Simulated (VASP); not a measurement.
# TiC (Fm-3m) in VASP: notebook

Aim: see how the results for TiC move with the level of theory and the settings. Levels: AM05+D4, PW91. Tasks: relaxation of the atoms, electron localisation function.

Everything below comes from runs of VASP 6.6.1. Logs are shortened: lines on timing, memory, paths and dates and some standing lists are left out, and cuts for length are marked.

### Step 1. The undisturbed crystal

The structure is cubic, space group Fm-3m (No. 225). Conventional cell: a = 4.331 Å, b = 4.331 Å, c = 4.331 Å, α = 90.00°, β = 90.00°, γ = 90.00°. Ti (site symmetry m-3m) is surrounded by 6 C at 2.17 Å. C (site symmetry m-3m) has 6 Ti at 2.17 Å as nearest neighbours.

The cell is a database's computed one.

### Step 2. Relaxation of the atoms, AM05+D4 (atoms moved at random, drawn with an rms of 0.1 Å)

INCAR

```
SYSTEM = TiC
ALGO     = Normal         ! electronic algorithm
EDIFF    = 1E-6           ! SCF threshold, eV
EDIFFG   = -0.01          ! ionic threshold
ENCUT    = 600            ! plane-wave cutoff, eV
GGA      = AM             ! functional
IBRION   = 2              ! ionic algorithm
ISIF     = 2              ! what is computed and relaxed
ISMEAR   = 0              ! smearing method
IVDW     = 13             ! dispersion correction
LASPH    = .TRUE.         ! aspherical terms in the spheres
LCHARG   = .FALSE.        ! write CHGCAR
LREAL    = .FALSE.        ! projectors in reciprocal space
LWAVE    = .FALSE.        ! write WAVECAR
NBANDS   = 12             ! bands
NELM     = 80             ! most SCF steps
NSW      = 40             ! ionic steps
PREC     = Accurate       ! precision mode
SIGMA    = 0.05           ! smearing width, eV
```

KPOINTS

```
k-points
0
G
  9 9 9
  0 0 0
```

POSCAR

```
TiC
1.0
    0.0000000000      2.1657188437      2.1657188437
    2.1657188437      0.0000000000      2.1657188437
    2.1657188437      2.1657188437      0.0000000000
Ti C
1 1
Selective dynamics
Direct
    0.0254510000      0.0048930000      0.0066530000  F F F
    0.5091050000      0.5191400000      0.4613390000  T T T
```

Potentials or basis: VASP PAW PBE potentials, release 64 (Ti_sv_GW, C_GW).

Run with:

```sh
$ cat potpaw_PBE.64/Ti_sv_GW/POTCAR potpaw_PBE.64/C_GW/POTCAR > POTCAR
$ mpirun -np 1 vasp_std > vasp.out
```

OUTCAR:

```text
SYSTEM = TiC
   EDIFF = 1E-6
   EDIFFG = -0.01
   ENCUT = 600
   GGA = AM
   IBRION = 2
   ISIF = 2
   ISMEAR = 0
   IVDW = 13
   LASPH = .TRUE.
   LREAL = .FALSE.
   NELM = 80
   NSW = 40
   PREC = Accurate

 ion  position               nearest neighbor table
   1  0.025  0.005  0.007-   2 2.03   2 2.10   2 2.17   2 2.18   2 2.24   2 2.30
   2  0.509  0.519  0.461-   1 2.03   1 2.10   1 2.17   1 2.18   1 2.24   1 2.30

  LATTYP: Found a face centered cubic cell.
 ALAT       =     4.3314376874

  Lattice vectors:

 A1 = (   0.0000000000,   2.1657188437,   2.1657188437)
 A2 = (   2.1657188437,   0.0000000000,   2.1657188437)
 A3 = (   2.1657188437,   2.1657188437,   0.0000000000)

Analysis of symmetry for initial positions (statically):
=====================================================================
 Subroutine PRICEL returns:
 Original cell was already a primitive cell.

 Routine SETGRP: Setting up the symmetry group for a
 face centered cubic supercell.

 Subroutine GETGRP returns: Found  1 space group operations
 (whereof  1 operations were pure point group operations)
 out of a pool of 48 trial point group operations.

The static configuration has the point symmetry C_1 .

Analysis of symmetry for dynamics (positions and initial velocities):
=====================================================================
 Subroutine PRICEL returns:
 Original cell was already a primitive cell.

 Routine SETGRP: Setting up the symmetry group for a
 face centered cubic supercell.

 Subroutine GETGRP returns: Found  1 space group operations
 (whereof  1 operations were pure point group operations)
 out of a pool of 48 trial point group operations.

The dynamic configuration has the point symmetry C_1 .

Analysis of constrained symmetry for selective dynamics:
=====================================================================
 Subroutine PRICEL returns:
 Original cell was already a primitive cell.

 Routine SETGRP: Setting up the symmetry group for a
 face centered cubic supercell.

 Subroutine GETGRP returns: Found  1 space group operations
 (whereof  1 operations were pure point group operations)
 out of a pool of 48 trial point group operations.

The constrained configuration has the point symmetry C_1 .

 Subroutine INISYM returns: Found  1 space group operations
 (whereof  1 operations are pure point group operations),
 and found     1 'primitive' translations

----------------------------------------------------------------------------------------

                                     Primitive cell

  volume of cell :      20.3159

  direct lattice vectors                    reciprocal lattice vectors
     0.000000000  2.165718844  2.165718844    -0.230870227  0.230870227  0.230870227
     2.165718844  0.000000000  2.165718844     0.230870227 -0.230870227  0.230870227
     2.165718844  2.165718844  0.000000000     0.230870227  0.230870227 -0.230870227

  length of vectors
     3.062788961  3.062788961  3.062788961     0.399878962  0.399878962  0.399878962

  position of ions in fractional coordinates (direct lattice)
     0.025451000  0.004893000  0.006653000
     0.509105000  0.519140000  0.461339000

  ion indices of the primitive-cell ions
   primitive index   ion index
                 1           1
                 2           2

----------------------------------------------------------------------------------------

 KPOINTS: k-points

Automatic generation of k-mesh.
 Grid dimensions read from file:
 generate k-points for:    9    9    9

 Generating k-lattice:

  Cartesian coordinates                     Fractional coordinates (reciprocal lattice)
    -0.025652247  0.025652247  0.025652247     0.111111111  0.000000000  0.000000000
     0.025652247 -0.025652247  0.025652247     0.000000000  0.111111111  0.000000000
     0.025652247  0.025652247 -0.025652247     0.000000000  0.000000000  0.111111111

  Length of vectors
     0.044430996  0.044430996  0.044430996

  Shift w.r.t. Gamma in fractional coordinates (k-lattice)
     0.000000000  0.000000000  0.000000000

 Subroutine IBZKPT returns following result:
 ===========================================

 Found    365 irreducible k-points:

 Following reciprocal coordinates:
            Coordinates               Weight
  0.000000  0.000000  0.000000      1.000000
  0.111111  0.000000  0.000000      2.000000
  0.000000  0.111111  0.000000      2.000000
  0.000000  0.000000  0.111111      2.000000
  0.111111  0.111111  0.111111      2.000000
  0.222222  0.000000  0.000000      2.000000
[... 16 lines left out ...]
  0.111111  0.000000  0.222222      2.000000
  0.111111  0.111111 -0.111111      2.000000
 [... further k-points ...]
   k-points           NKPTS =    365   k-points in BZ     NKDIM =    365   number of bands    NBANDS=     12
   number of dos      NEDOS =    301   number of ions     NIONS =      2
   total plane-waves  NPLWV =  13824
   dimension x,y,z NGX =    24 NGY =   24 NGZ =   24
   dimension x,y,z NGXF=    48 NGYF=   48 NGZF=   48
   ions per type =               1   1
   NGX,Y,Z   is equivalent  to a cutoff of  13.03, 13.03, 13.03 a.u.
   NGXF,Y,Z  is equivalent  to a cutoff of  26.05, 26.05, 26.05 a.u.
 SYSTEM =  TiC
   PREC   = accura    normal or accurate (medium, high low for compatibility)
   ISTART =      0    job   : 0-new  1-cont  2-samecut
   ICHARG =      2    charge: 1-file 2-atom 10-const
   ISPIN  =      1    spin polarized calculation?
   LNONCOLLINEAR =      F non collinear calculations
   LSORBIT =      F    spin-orbit coupling
   LASPH  =      T    aspherical Exc in radial PAW
   ENCUT  =  600.0 eV  44.10 Ry    6.64 a.u.   6.12  6.12  6.12*2*pi/ulx,y,z
   NELM   =     80;   NELMIN=  2; NELMDL= -5     # of ELM steps
   EDIFF  = 0.1E-05   stopping-criterion for ELM
   LREAL  =      F    real-space projection
   EDIFFG = -.1E-01   stopping-criterion for IOM
   NSW    =     40    number of steps for IOM
   IBRION =      2    ionic relax: 0-MD 1-quasi-New 2-CG
   NFREE  =      1    steps in history (QN), initial steepest desc. (CG)
   ISIF   =      2    stress and relaxation
   ISYM   =      2    0-nonsym 1-usesym 2-fastsym
   POTIM  = 0.5000    time-step for ionic-motion
   TEBEG  =    0.0;   TEEND  =   0.0 temperature during run
   PSTRESS=    0.0 pullay stress
   NELECT =      16.0000    total number of electrons
   NUPDOWN=      -1.0000    fix difference up-down
   EMIN   =  10.00;   EMAX   =-10.00  energy-range for DOS
   EFERMI =   0.00;   METHOD = LEGACY
   ISMEAR =     0;   SIGMA  =   0.05  broadening in eV -4-tet -1-fermi 0-gaus
   EFERMI_NEDOS =   21; number of points for ismear=-14 and -15
   IALGO  =     38    algorithm
   IMIX   =      4    mixing-type and parameters
     AMIX     =   0.40;   BMIX     =  1.00
     AMIX_MAG =   1.60;   BMIX_MAG =  1.00
  volume/ion in A,a.u.               =      10.16        68.55
  Fermi-wavevector in a.u.,A,eV,Ry     =   1.511829  2.856943 31.097854  2.285628
  Thomas-Fermi vector in A             =   2.621834
   LORBIT       =      0    0 simple, 1 ext, 2 COOP (PROOUT), +10 PAW based schemes
   GGA     = AM    functional components
   LHFCALC =     F    Hartree Fock is set to
   AEXX    =    0.0000 exact exchange contribution
   IVDW    =    13    specifies the selected vdW correction
   LEPSILON=     F    determine dielectric tensor
   LRPA    =     F    only Hartree local field effects (RPA)
 conjugate gradient relaxation of ions
 non-spin polarized calculation
 Gauss-broadening in eV      SIGMA  =   0.05
  energy-cutoff  :      600.00
  volume of cell :       20.32
 maximum number of plane-waves:       688
   NGX = 13   NGY = 13   NGZ = 13

--------------------------------------- Ionic step        1  -------------------------------------------

 number of electron      16.0000000 magnetization

 Free energy of the ion-electron system (eV)
  ---------------------------------------------------
  ext. energy  EPLUGINS =         0.00000000
  ---------------------------------------------------
  free energy    TOTEN  =       -21.45748942 eV

  energy without entropy =      -21.45718493  energy(sigma->0) =      -21.45733718

------------------------ aborting loop because EDIFF is reached ----------------------------------------

  DFT-D4 for vdW energy calculation

  Edisp (eV):   -0.31623

  FORCE on cell =-STRESS in cart. coord.  units (eV):
  Direction    XX          YY          ZZ          XY          YZ          ZX
  --------------------------------------------------------------------------------------
  -------------------------------------------------------------------------------------
  Total      -1.19680    -0.75560    -1.34189    -0.17682    -0.01071    -0.00123
  in kB     -94.38348   -59.58914  -105.82542   -13.94425    -0.84475    -0.09703
  external pressure =      -86.60 kB  Pullay stress =        0.00 kB
[... 181 lines left out ...]
  energy  without entropy=      -21.8715307380  energy(sigma->0) =      -21.87177234

--------------------------------------- Ionic step        6  -------------------------------------------

 number of electron      16.0000000 magnetization

 Free energy of the ion-electron system (eV)
  ---------------------------------------------------
  ext. energy  EPLUGINS =         0.00000000
  ---------------------------------------------------
  free energy    TOTEN  =       -21.55626537 eV

  energy without entropy =      -21.55578217  energy(sigma->0) =      -21.55602377

 E-fermi :   9.2313     XC(G=0): -12.8634

 val. band max:        9.1978966086   @ k =   0.4444   0.4444   0.0000
 cond. band min:       9.3407886814   @ k =   0.1111   0.1111   0.0000
 fundamental gap:      0.1428920728
 Fermi energy:         9.2312754597

 k-point     1 :       0.0000    0.0000    0.0000
  band No.  band energies     occupation
      1     -46.9043      2.00000
      2     -23.1084      2.00000
      3     -23.1084      2.00000
      4     -23.1084      2.00000
      5      -3.0795      2.00000
      6       9.9400      0.00000
      7       9.9400      0.00000
      8       9.9400      0.00000
      9      10.9841      0.00000
     10      10.9841      0.00000
     11      10.9923      0.00000
     12      11.0119      0.00000
[... 331 lines left out ...]
 k-point    24 :       0.1111    0.1111   -0.1111
  band No.  band energies     occupation
      1     -46.8747      2.00000
      2     -23.2808      2.00000
      3     -23.1509      2.00000
      4     -23.1405      2.00000
      5      -2.1286      2.00000
      6       6.9752      2.00000
      7       8.1631      2.00000
      8       8.5529      2.00000
      9      10.0017      0.00000
     10      11.2100      0.00000
     11      12.3290      0.00000
     12      13.2825      0.00000

 [... further k-points ...]

------------------------ aborting loop because EDIFF is reached ----------------------------------------

  DFT-D4 for vdW energy calculation

  Edisp (eV):   -0.31576

  FORCE on cell =-STRESS in cart. coord.  units (eV):
  Direction    XX          YY          ZZ          XY          YZ          ZX
  --------------------------------------------------------------------------------------
  -------------------------------------------------------------------------------------
  Total      -1.42925    -1.42936    -1.42924     0.00152     0.00154     0.00154
  in kB    -112.71521  -112.72422  -112.71481     0.11992     0.12154     0.12107
  external pressure =     -112.72 kB  Pullay stress =        0.00 kB
[... 17 lines left out ...]
  FREE ENERGIE OF THE ION-ELECTRON SYSTEM (eV)
  ---------------------------------------------------
  free  energy   TOTEN  =       -21.8720222408 eV

  energy  without entropy=      -21.8715390381  energy(sigma->0) =      -21.87178064

 reached required accuracy - stopping structural energy minimisation
```

Wall time 4 min (1 thread of AMD EPYC 9R45 (Zen 5), shared host); peak memory 0.26 GiB.

Results:

* Free energy: -21.8720 eV
* Energy gained by relaxing: 49.2 meV/atom
* Ionic steps: 6
* Pressure after relaxing: -11.3 GPa
* Band gap on the k mesh: none (metal or under the smearing width)
* Dispersion energy per atom: -0.158 eV

The path:
| step | energy change (eV) | largest force (eV/Å) | pressure (GPa) |
| --- | --- | --- | --- |
| 1 | 0.0000 | 1.2919 | -8.66 |
| 2 | -0.0637 | 0.7535 | -10.40 |
| 3 | -0.0983 | 0.0192 | -11.27 |
| 4 | -0.0982 | 0.0346 | -11.27 |
| 5 | -0.0983 | 0.0131 | -11.27 |
| 6 | -0.0983 | 0.0004 | -11.27 |

Final structure:
```xyz
2
Lattice="0.0000 2.1657 2.1657 2.1657 0.0000 2.1657 2.1657 2.1657 0.0000" Properties=species:S:1:pos:R:3 pbc="T T T"
Ti    0.0250    0.0695    0.0657
C     2.1907    2.2352    2.2314
```

Levels at points of the mesh, in eV from the Fermi level:
```
           k point  band 6  band 7  band 8  band 9  band 10  band 11
(0.00, 0.00, 0.00)    0.71    0.71    0.71    1.75     1.75     1.76
```

Caveat: the PAW data sets were made with another functional, which shifts forces and pressure a little; pairwise dispersion overbinds metals, which lowers pressure and volume.

(Continued in part 2 of 2.)
